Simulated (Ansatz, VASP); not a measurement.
**Two plane-wave programs on SnS7**

```xyz
8
Lattice="0.0000 4.8179 4.8179 4.8179 0.0000 4.8179 4.8179 4.8179 0.0000" Properties=species:S:1:pos:R:3 pbc="T T T"
Sn    4.8179    4.8179    4.8179
S     7.4220    4.8179    4.8179
S     2.2138    4.8179    4.8179
S     4.8179    7.4220    4.8179
S     4.8179    2.2138    4.8179
S     4.8179    4.8179    7.4220
S     4.8179    4.8179    2.2138
S     0.0000    0.0000    0.0000
```

Alike in both runs: functional PBE; k mesh 4 × 4 × 4; occupations gaussian, width 0.1 eV; no spin polarisation.

Ansatz relaxed the structure, and its values are those at the end. VASP's run is a single point on that final structure, the one shown.

|  | VASP | Ansatz |
| --- | --- | --- |
| version | VASP 6.6.1 | Ansatz 0.2.0 |
| potentials or method | VASP PAW PBE potentials, release 64 (Sn_d, S) | scalar-relativistic, plane waves, PAW |
| plane-wave cutoff (eV) | 520 | 420 |
| valence electrons in the cell | 56 | 56 |

Ansatz gave:

* gap on the k mesh at the Fermi level (eV): none
* pressure (GPa): 0.4
* rms of the force components (eV/Å): 0.011

**Question.** What did VASP give for the same quantities?

**Answer.** gap on the k mesh at the Fermi level (eV): none; pressure (GPa): 0.2; rms of the force components (eV/Å): 0.002.

A gap of «none» marks a metal or a gap that the smearing closes.
